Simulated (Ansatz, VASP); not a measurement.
One calculation of SiMo3, two programs

```
Si Mo
1.0
     0.00000    3.09954    3.09954
     3.09954    0.00000    3.09954
     3.09954    3.09954    0.00000
Si Mo
1 3
Cartesian
  0.0000 0.0000 0.0000
  4.6493 4.6493 4.6493
  1.5498 1.5498 1.5498
  3.0995 3.0995 3.0995
```

Alike in both runs: functional PBE; k mesh 4 × 4 × 4; occupations gaussian, width 0.1 eV; no spin polarisation.

Ansatz relaxed the structure, and its values are those at the end. VASP's run is a single point on that final structure, the one shown.

```csv
,VASP,Ansatz
version,VASP 6.6.1,Ansatz 0.2.0
potentials or method,"VASP PAW PBE potentials, release 64 (Si, Mo_sv)","scalar-relativistic, plane waves, PAW"
plane-wave cutoff (eV),520,420
valence electrons in the cell,46,46
```

VASP gave:

* gap on the k mesh at the Fermi level (eV): none
* pressure (GPa): 0.4

Which values does Ansatz return?

gap on the k mesh at the Fermi level (eV): none; pressure (GPa): 0.0.

A gap of «none» marks a metal or a gap that the smearing closes.

Caveats: the k mesh is coarse (spacing up to 0.44 Å⁻¹), so the values aren't converged.
